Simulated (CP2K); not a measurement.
Runs of CP2K 2026.2 on Ti. Symmetry: P6/mmm, No. 191, hexagonal system. The conventional cell has a = 4.567 Å, b = 4.567 Å, c = 2.826 Å, α = 90.00°, β = 90.00°, γ = 120.00°. Ti (site symmetry -6m2) is surrounded by 11 Ti at 2.64 to 2.99 Å. Ti (site symmetry 6/mmm) is surrounded by 14 Ti at 2.83 to 2.99 Å. This isn't the form of Ti at room conditions, which is hcp.

```csv
level,potentials or basis,smearing,EPS_DEFAULT,NGRIDS,basis sets,potentials,points a segment of the path (NPOINTS),gap on the mesh (eV),pressure (GPa)
PBEsol,POTENTIAL_UZH Ti GTH-PBE-q12; TZVP-MOLOPT-PBE-GTH basis,fermi-dirac 0.01 eV,1.0E-9,4,Ti TZVP-MOLOPT-PBE-GTH-q12,Ti GTH-PBE-q12 of POTENTIAL_UZH,8,none,-3.4
PBE,POTENTIAL_UZH Ti GTH-PBE-q12; TZVP-MOLOPT-PBE-GTH basis,fermi-dirac 0.05 eV,1.0E-9,5,Ti TZVP-MOLOPT-PBE-GTH-q12,Ti GTH-PBE-q12 of POTENTIAL_UZH,8,none,0.9
r2SCAN,POTENTIAL_UZH Ti GTH-SCAN-q12; TZVP-MOLOPT-SCAN-GTH basis,fermi-dirac 0.05 eV,1.0E-9,4,Ti TZVP-MOLOPT-SCAN-GTH-q12,Ti GTH-SCAN-q12 of POTENTIAL_UZH,10,none,0.4
LDA,GTH_POTENTIALS Ti GTH-PADE-q12; TZVP-MOLOPT-PBE-GTH basis,fermi-dirac 0.1 eV,1.0E-10,5,Ti TZVP-MOLOPT-PBE-GTH-q12,Ti GTH-PADE-q12 of GTH_POTENTIALS,10,none,(a)
```

Alike in all rows: task band structure; no spin polarisation; cell as given; k mesh 7 × 7 × 9.

Task: Fill in the values left out.

Result: (a) -7.6.

Caveats: the basis of atomic orbitals isn't converged, which shifts pressures, moduli and gaps; the potentials were made for another functional, which shifts forces and pressure (some runs).

A gap of «none» marks a metal or a gap under the smearing width.
